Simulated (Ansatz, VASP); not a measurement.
# NiI2 in two plane-wave programs, part 3 of 3

Wanted: the spread between two codes on one cell, functional and k mesh.

VASP 6.6.1 and Ansatz 0.2.0.

So far. Step 8 (Comparison): The forces differ by 0.2 meV/Å r.m.s., which is 0.1 % of the r.m.s. force of 0.37 eV/Å (both taken over all components). Ansatz's pressure holds a Pulay correction of 0.06 GPa; VASP's holds none.

The database entry behind the starting cell differs from later determinations by our own check (c about 0.7 % short), so it need not match the best structure at ambient conditions.

## (10) VASP: band structure, PBEsol, spin-orbit coupling

Level of this step: PBEsol, spin-orbit coupling, spin-polarised from a ferromagnetic start; plane waves and PAW (Ni, I) (VASP).

The same path points are solved in both programs, so levels can be compared one by one.

The input, INCAR:

```
SYSTEM = NiI2
PREC = Accurate
ENCUT = 400
EDIFF = 1E-06
NELM = 100
ISMEAR = 0
SIGMA = 0.02
LREAL = .FALSE.
ALGO = Normal
GGA = PS
LNONCOLLINEAR = .TRUE.
MAGMOM = 0.707 0.707 0 0 0 0 0 0 0
NBANDS = 36
GGA_COMPAT = .FALSE.
LASPH = .TRUE.
LSORBIT = .TRUE.
LORBMOM = .TRUE.
ISYM = -1
LMAXMIX = 4
LORBIT = 11
LWAVE = .FALSE.
LCHARG = .FALSE.
KPAR = 4
```

The input, POSCAR:

```
NiI2
1.0
    1.9515000000      1.1266990503      6.5566666667
   -1.9515000000      1.1266990503      6.5566666667
    0.0000000000     -2.2533981006      6.5566666667
Ni I
1 2
Direct
    0.0000000000      0.0000000000      0.0000000000
    0.2500000000      0.2500000000      0.2500000000
    0.7500000000      0.7500000000      0.7500000000
```

The input, KPOINTS:

```
Automatic mesh
0
Gamma
7 7 7
0 0 0
```

The input, KPOINTS_OPT:

```
Line mode
16
Line-mode
Reciprocal
  0.00000000   0.00000000   0.00000000 GAMMA
  0.50000000   0.00000000   0.00000000 L

  0.50000000   0.00000000   0.00000000 L
  0.50000000   0.18635271  -0.18635271 B1

  0.81364729   0.50000000   0.18635271 B
  0.50000000   0.50000000   0.50000000 Z

  0.50000000   0.50000000   0.50000000 Z
  0.00000000   0.00000000   0.00000000 GAMMA

  0.00000000   0.00000000   0.00000000 GAMMA
  0.34317635   0.00000000  -0.34317635 X

  0.65682365   0.34317635   0.00000000 Q
  0.50000000   0.50000000   0.00000000 F

  0.50000000   0.50000000   0.00000000 F
  0.65682365   0.65682365   0.18635271 P1

  0.65682365   0.65682365   0.18635271 P1
  0.50000000   0.50000000   0.50000000 Z

  0.50000000   0.00000000   0.00000000 L
  0.81364729   0.34317635   0.34317635 P
```

The projector-augmented-wave data sets are Ni and I (PBE family, release 64).

The run is started by

```sh
> mpirun -np 4 vasp_ncl
```

Numbers of over 12 decimals in the logs are rounded to 6 here.

The program printed:

```text
[banner, memory and clock lines left out]
running    4 mpi-ranks, on    1 nodes
[...]
[... a notice as in an earlier step ...]

 LDA part: xc-table for (Slater+PW92), standard interpolation
 POSCAR, INCAR and KPOINTS ok, starting setup
[...]
entering main loop
       N       E                     dE             d eps       ncg     rms          rms(c)
DAV:   1     0.149449692243E+03    0.14945E+03   -0.79353E+03 24696   0.984E+02
DAV:   2     0.518277795579E+01   -0.14427E+03   -0.13548E+03 25952   0.242E+02
DAV:   3    -0.101436306251E+02   -0.15326E+02   -0.14665E+02 30008   0.891E+01
DAV:   4    -0.107149561782E+02   -0.57133E+00   -0.56896E+00 31616   0.183E+01
[...]
DAV:  29    -0.100642896362E+02   -0.13029E-06   -0.25949E-05 25392   0.438E-02    0.902E-03
DAV:  30    -0.100642886350E+02    0.10012E-05   -0.91865E-06 25180   0.256E-02    0.753E-03
DAV:  31    -0.100642885828E+02    0.52229E-07   -0.29267E-06 23076   0.149E-02
   1 F= -.10064289E+02 E0= -.10064150E+02  d E =-.276710E-03  mag=     1.3454     1.3315    -0.0147
 Start KPOINTS_OPT (optional k-point list driver)
k-point batch [1-144\144]
       N       E                     dE             ncg
DAV:   1     0.270794479554E+05   -0.40444E+05    10368
DAV:   2     0.673784508314E+04   -0.20342E+05    11196
DAV:   3     0.461158075746E+04   -0.21263E+04    12484
DAV:   4     0.453908599531E+04   -0.72495E+02    12868
DAV:   5     0.453716723566E+04   -0.19188E+01    13756
DAV:   6     0.453711596195E+04   -0.51274E-01    13344
DAV:   7     0.453711316858E+04   -0.27934E-02    14748
DAV:   8     0.453711315392E+04   -0.14655E-04     9636
DAV:   9     0.453711315303E+04   -0.89252E-06     7892
```

From OUTCAR (step 10):

```text
  Total       -1.4930488     -1.4999408     -2.8122265     -0.0004767     -0.0029087      0.0110004
  in kB      -27.6550044    -27.7826621    -52.0894822     -0.0088302     -0.0538763      0.2037546
  external PRESSURE =     -35.8423829 kB  Pullay stress =       0.0000000 kB

 POSITION                                       TOTAL-FORCE (eV/Angst)
 -----------------------------------------------------------------------------------
      0.00000      0.00000      0.00000        -0.000000      0.000006      0.000005
      0.00000      0.00000      4.91750        -0.003543     -0.000242      1.016472
      0.00000      0.00000     14.75250         0.003543      0.000235     -1.016477
 -----------------------------------------------------------------------------------
    total drift:                               -0.000001     -0.000015     -0.000015

  FREE ENERGIE OF THE ION-ELECTRON SYSTEM (eV)
  ---------------------------------------------------
  free  energy   TOTEN  =       -10.0642885828 eV

  energy  without entropy=      -10.0640118727  energy(sigma->0) =      -10.06415023

 magnetization (x)
# of ion       s       p       d       tot
------------------------------------------
    1       -0.000  -0.000   0.860   0.859
    2        0.008   0.153   0.001   0.163
    3        0.008   0.153   0.001   0.163
--------------------------------------------------
tot          0.016   0.306   0.862   1.185

 magnetization (y)
# of ion       s       p       d       tot
------------------------------------------
    1       -0.000  -0.001   0.850   0.849
    2        0.008   0.152   0.001   0.161
    3        0.008   0.152   0.001   0.161
--------------------------------------------------
tot          0.016   0.303   0.853   1.172

 magnetization (z)
# of ion       s       p       d       tot
------------------------------------------
    1       -0.000  -0.000  -0.010  -0.010
    2       -0.000  -0.002  -0.000  -0.002
    3       -0.000  -0.002  -0.000  -0.002
--------------------------------------------------
tot         -0.000  -0.004  -0.010  -0.014

[... 1 part as in an earlier step ...]

[... 2 further parts left out ...]
[key lines of the parts left out:]
E-fermi :   4.9101
```

At this level the cell is under a tension of 3.6 GPa, so at these settings it is away from equilibrium.

## (11) Ansatz: band structure, PBEsol, spin-orbit coupling

The same cell, functional, mesh and smearing now go to Ansatz, which takes its cutoff from its data sets.

The input, input.yaml:

```yaml
crystal:
  lattice:
    - [1.9515, 1.1266990503, 6.5566666667]
    - [-1.9515, 1.1266990503, 6.5566666667]
    - [0.0, -2.2533981006, 6.5566666667]
  atoms:
    - { symbol: Ni, position: [0.0, 0.0, 0.0], spin: 1.0, spin_axis: [0.707, 0.707, 0.0] }
    - { symbol: I, position: [0.25, 0.25, 0.25] }
    - { symbol: I, position: [0.75, 0.75, 0.75] }
hamiltonian:
  xc: pbesol
  pseudopotentials: { kind: paw_fr }
magnetization:
  noncollinear: true
  spin_orbit: true
kpoints:
  mp_grid: { grid: [7, 7, 7] }
  band_path:
    path:
      - [0.0, 0.0, 0.0]
      - [0.13333, 0.0, 0.0]
      - [0.3, 0.0, 0.0]
      - [0.46667, 0.0, 0.0]
      - [0.5, 0.03727, -0.03727]
      - [0.5, 0.09939, -0.09939]
      - [0.5, 0.16151, -0.16151]
      - [0.77183, 0.5, 0.22817]
      - [0.66728, 0.5, 0.33272]
      - [0.56273, 0.5, 0.43727]
      - [0.46667, 0.46667, 0.46667]
      - [0.3, 0.3, 0.3]
      - [0.13333, 0.13333, 0.13333]
      - [0.0, 0.0, 0.0]
      - [0.11439, 0.0, -0.11439]
      - [0.20591, 0.0, -0.20591]
      - [0.3203, 0.0, -0.3203]
      - [0.62546, 0.37454, 0.0]
      - [0.57318, 0.42682, 0.0]
      - [0.52091, 0.47909, 0.0]
      - [0.52091, 0.52091, 0.02485]
      - [0.57318, 0.57318, 0.08696]
      - [0.62546, 0.62546, 0.14908]
      - [0.64637, 0.64637, 0.20726]
      - [0.59409, 0.59409, 0.31181]
      - [0.54182, 0.54182, 0.41636]
      - [0.5, 0.0, 0.0]
      - [0.60455, 0.11439, 0.11439]
      - [0.7091, 0.22878, 0.22878]
      - [0.81365, 0.34318, 0.34318]
    npoints: 1
scf:
  occupations: { method: gaussian, width: 0.02 }
  n_extra_bands: 14
output:
  forces: true
  stress: true
  eigenvalues: true
```

The run is started by

```sh
> ansatz run input.yaml --threads 2 --pin off --max-ram 4608MiB --backend cpu --events-out ev --progress --plain --runs-dir out
```

The program printed:

```text
[...]
k-point 1: bands = [... 48 lower, 7.7008, 7.8006, 8.0089, 8.1001, 8.7753, 9.0146, 12.3613, 12.5809, ... 10 higher]
  k-point 2: bands = [... 48 lower, 7.4280, 7.5589, 7.7477, 7.8045, 8.7185, 8.8414, 11.9976, 12.2263, ... 10 higher]
  k-point 171: bands = [... 48 lower, 7.2194, 7.3257, 7.4343, 7.7738, 8.6002, 8.8468, 11.2745, 11.5229, ... 10 higher]
[key lines of the parts left out:]
SCF converged after 28 iterations
Magnetization: |M| = 1.8791 μB,  M = (+0.0046, -0.0000, -1.8791) μB
Free energy (F): -20675.931586 eV
Fermi energy:    8.335112 eV
P = ⅓ Tr σ = -3.5607 GPa (-35.607 kbar)
```

Elapsed: 14 min, on 2 threads of Arm Neoverse N1, shared host; peak memory 1.7 GiB; 27 min of CPU time.

## (12) Comparison

What differs besides the data sets and the points named for the pairs above, as far as they apply: spin-orbit coupling enters by fully relativistic files in Ansatz and inside the spheres in VASP; non-collinear GGA is multicollinear in Ansatz and locally collinear in VASP; the data sets hold 52 valence electrons in Ansatz (fully relativistic PAW (standard-fr) files) and 24 in VASP. Total energies have different zeros and are not compared.

Both answers:

| quantity | Ansatz | VASP | difference |
| --- | --- | --- | --- |
| pressure (GPa) | -3.56 | -3.58 | +0.02 |
| moment on Ni1, size (μB) | 1.19 | 1.21 | -0.02 |
| moment on I2, size (μB) | 0.17 | 0.23 | -0.06 |
| moment on I3, size (μB) | 0.17 | 0.23 | -0.06 |

Forces (eV/Å; atoms numbered as in POSCAR):

| atom | Ansatz x, y, z | VASP x, y, z |
| --- | --- | --- |
| Ni1 | 0.000, 0.000, 0.000 | 0.000, 0.000, 0.000 |
| I2 | 0.000, 0.000, 1.028 | -0.004, 0.000, 1.016 |
| I3 | 0.000, 0.000, -1.028 | 0.004, 0.000, -1.016 |

The forces differ by 5.5 meV/Å r.m.s., which is 1.2 % of the r.m.s. force of 0.48 eV/Å (both taken over all components). Levels from 3 eV below to 2 eV above the Fermi level differ by 53 meV r.m.s. and 286 meV at most; each VASP level is matched to the nearest of Ansatz, which flatters the figure a little. By their total or site moments the two runs ended in different magnetic states; the other differences may follow from that, so they don't measure the programs' precision. Ansatz's pressure holds a Pulay correction of 0.03 GPa; VASP's holds none.

## (13) What moves the difference

The difference is large enough to ask for its cause, so further runs change the set-up of one program at a time, as the table lists.

| run | difference in moment on I2, size (μB) |
| --- | --- |
| as above | -0.056 |
| cores kept as stored, as VASP does, whose cores stay as stored | -0.056 |

## (14) Results

| Quantity | Value |
| --- | --- |
| difference in total moment (band structure, LDA) | 0.24 μB |
| difference in moment on Ni1 (band structure, r2SCAN) | 0.027 μB |
| difference in moment on I2, size (band structure, PBEsol, spin-orbit coupling) | -0.056 μB |

What this shows: The difference in total moment is 0.24 μB (band structure, LDA). The runs ended with unlike moments, so this pair says little about numerical agreement. For band structure, LDA: no further run halves the difference in total moment; only Ansatz's side was varied. For band structure, r2SCAN: no further run halves the difference in moment on Ni1; only Ansatz's side was varied. The all-electron run, which needs no data set, lies 0.026 μB from VASP and 1.0e-3 μB from Ansatz's PAW result, so it sides with Ansatz. For band structure, PBEsol, spin-orbit coupling: no further run halves the difference in moment on I2, size; only Ansatz's side was varied. 1 further run on this material is not shown. How closely two codes agree says nothing of how well the functional describes the real material.

[Lines on the potential files, build, host, timing and source positions are cut from VASP's logs without a mark.]

[Logs are printed without paths, hosts, clocks, repeated set-up lines and the standing remarks that a program may print on its own settings, such as how far it seeks lower states.]

[Hosts, paths, dates, database ids (printed as entryN), source tags and the programs' standing remarks are cut or masked in the printed files.]
